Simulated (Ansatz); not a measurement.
An element in the fcc structure gives these cold pressures by all-electron LAPW under LDA (Ansatz 0.2.0, scalar-relativistic, no spin polarisation).

```tsv
V (Å³/atom)	P (GPa)
13.75	-0.03
12.65	44.5
11.55	114.8
10.45	226.3
9.35	406.3
8.25	704.8
7.15	1219
6.19	2011
```

(1) Which element is it?

## Answers

(1) Os. Its zero-pressure volume in this structure is near 13.7 Å³/atom; the volume and the steepness of P(V) together point to it, though neighbours can come close. This is the case that was computed; others weren't tested.
